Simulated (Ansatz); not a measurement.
**Ag in Ansatz: the effect of functional**

Crystal: Ag.

```
CELL_PARAMETERS angstrom
0.00000 2.04275 2.04275
2.04275 0.00000 2.04275
2.04275 2.04275 0.00000
ATOMIC_POSITIONS crystal
Ag 0.00000 0.00000 0.00000
```

Alike in all runs:

* Program: Ansatz 0.2.0
* Task: projected density of states
* Potentials or basis: Ansatz PAW
* k mesh: 6 × 6 × 6
* Occupations: fermi-dirac, width 0.05 eV
* Spin: no spin polarisation

```csv
functional,cutoff,pressure (GPa)
LDA,420 eV (not typed: the program's choice for these potentials),-6.5
PBEsol,420 eV (not typed: the program's choice for these potentials),-1.8
RPBE,420 eV (not typed: the program's choice for these potentials),9.6
revPBE,420 eV (not typed: the program's choice for these potentials),8.4
BLYP,420 eV (not typed: the program's choice for these potentials),13.0
r2SCAN,500 eV (not typed: the program's choice for these potentials),2.3
HSE06,420 eV (not typed: the program's choice for these potentials),4.7
PBE0,420 eV (not typed: the program's choice for these potentials),4.6
r2SCAN0,500 eV (not typed: the program's choice for these potentials),?
```

What does the run with functional r2SCAN0 give?

Pressure 3.0 GPa.

Caveats: all runs use coarse meshes; the PAW data sets come from PBE, with cores solved anew for the run's functional, which leaves a small shift of forces and pressure; the density of states is complete only up to the lowest level of the last band computed; the thresholds are loose for stress (some runs).

Runs at the PBE level aren't shown here.
